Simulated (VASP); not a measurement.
Here is a VASP 6.6.1 calculation.

File POSCAR:

```
SnTe
1.0
    0.0000000000      3.1508500000      3.1508500000
    3.1508500000      0.0000000000      3.1508500000
    3.1508500000      3.1508500000      0.0000000000
Te Sn
1 1
Direct
    0.5000000000      0.5000000000      0.5000000000
    0.0000000000      0.0000000000      0.0000000000
```

File INCAR.step1:

```
PREC = Accurate
ENCUT = 500
EDIFF = 1E-6
ISMEAR = -1
SIGMA = 0.05
LREAL = False
LASPH = True
NELM = 60
ALGO = Normal
ISIF = 2
LWAVE = False
LCHARG = True
GGA = PE
```

KPOINTS.step1

```
Automatic mesh
0
Gamma
  7 7 7
```

File INCAR.step2:

```
PREC = Accurate
ENCUT = 500
EDIFF = 1E-6
ISMEAR = 0
SIGMA = 0.05
LREAL = False
LASPH = True
NELM = 60
ALGO = Normal
ISIF = 2
LWAVE = False
LCHARG = False
GGA = PE
ICHARG = 11
```

KPOINTS.step2

```
path GXWKGLUWLK,UX
10
line-mode
reciprocal
 0.0000000000  0.0000000000  0.0000000000  G
 0.5000000000  0.0000000000  0.5000000000  X

 0.5000000000  0.0000000000  0.5000000000  X
 0.5000000000  0.2500000000  0.7500000000  W

 0.5000000000  0.2500000000  0.7500000000  W
 0.3750000000  0.3750000000  0.7500000000  K

 0.3750000000  0.3750000000  0.7500000000  K
 0.0000000000  0.0000000000  0.0000000000  G

 0.0000000000  0.0000000000  0.0000000000  G
 0.5000000000  0.5000000000  0.5000000000  L

 0.5000000000  0.5000000000  0.5000000000  L
 0.6250000000  0.2500000000  0.6250000000  U

 0.6250000000  0.2500000000  0.6250000000  U
 0.5000000000  0.2500000000  0.7500000000  W

 0.5000000000  0.2500000000  0.7500000000  W
 0.5000000000  0.5000000000  0.5000000000  L

 0.5000000000  0.5000000000  0.5000000000  L
 0.3750000000  0.3750000000  0.7500000000  K

 0.6250000000  0.2500000000  0.6250000000  U
 0.5000000000  0.0000000000  0.5000000000  X
```

Potentials or basis: VASP PAW PBE potentials, release 54 (Te, Sn).

Command:

```console
$ cat potpaw_PBE.54/Te/POTCAR potpaw_PBE.54/Sn/POTCAR > POTCAR
$ cp INCAR.step1 INCAR
$ cp KPOINTS.step1 KPOINTS
$ mpirun -np 1 vasp_std > vasp.out
$ cp INCAR.step2 INCAR
$ cp KPOINTS.step2 KPOINTS
$ mpirun -np 1 vasp_std > vasp.out
```

Task: Predict the band gap along the path.

Result: 0.09 eV, direct.

Levels at the corners of the path, in eV from the Fermi level:
```csv
point,band 1,band 2,band 3,band 4,band 5,band 6,band 7,band 8,band 9
Γ,-12.88,-4.75,-2.22,-2.22,-2.22,3.28,3.28,3.28,4.67
X,-11.33,-6.54,-5.66,-3.82,-3.82,2.10,4.86,4.86,6.32
X,-11.33,-6.54,-5.66,-3.82,-3.82,2.10,4.86,4.86,6.32
W,-11.23,-7.44,-4.91,-4.91,-0.90,0.78,4.54,4.54,5.99
W,-11.23,-7.44,-4.91,-4.91,-0.90,0.78,4.54,4.54,5.99
K,-11.28,-7.49,-5.26,-3.33,-2.79,2.95,3.01,4.12,5.49
K,-11.28,-7.49,-5.26,-3.33,-2.79,2.95,3.01,4.12,5.49
Γ,-12.88,-4.75,-2.22,-2.22,-2.22,3.28,3.28,3.28,4.67
Γ,-12.88,-4.75,-2.22,-2.22,-2.22,3.28,3.28,3.28,4.67
L,-11.60,-8.41,-1.89,-1.89,-0.06,0.03,0.30,0.30,7.68
L,-11.60,-8.41,-1.89,-1.89,-0.06,0.03,0.30,0.30,7.68
U,-11.28,-7.49,-5.26,-3.33,-2.79,2.95,3.01,4.12,5.49
U,-11.28,-7.49,-5.26,-3.33,-2.79,2.95,3.01,4.12,5.49
W,-11.23,-7.44,-4.91,-4.91,-0.90,0.78,4.54,4.54,5.99
W,-11.23,-7.44,-4.91,-4.91,-0.90,0.78,4.54,4.54,5.99
L,-11.60,-8.41,-1.89,-1.89,-0.06,0.03,0.30,0.30,7.68
L,-11.60,-8.41,-1.89,-1.89,-0.06,0.03,0.30,0.30,7.68
K,-11.28,-7.49,-5.26,-3.33,-2.79,2.95,3.01,4.12,5.49
U,-11.28,-7.49,-5.26,-3.33,-2.79,2.95,3.01,4.12,5.49
X,-11.33,-6.54,-5.66,-3.82,-3.82,2.10,4.86,4.86,6.32
```

Caveat: the log is that of the step along the path at fixed density, whose energy, stress, charges and moments have no meaning; this odd mesh misses L, where the gap lies, so gap, dielectric constants and Born charges aren't listed; spin-orbit coupling is left out, which moves the levels of the heavy elements.

**Experimental background.**

A printed reference work, textbook reports, for a bulk crystal of SnTe at 300 K: band gap 0.18 eV (direct).

A measured gap of SnTe is 0.18 eV (direct; 300 K; a printed reference work, textbook); the calculated 0.09 eV misses it by -0.09 eV. Spin-orbit coupling on Sn, Te is left out. The value is that of PBE, without temperature or zero-point motion. Semilocal functionals fall short of measured gaps as a rule.
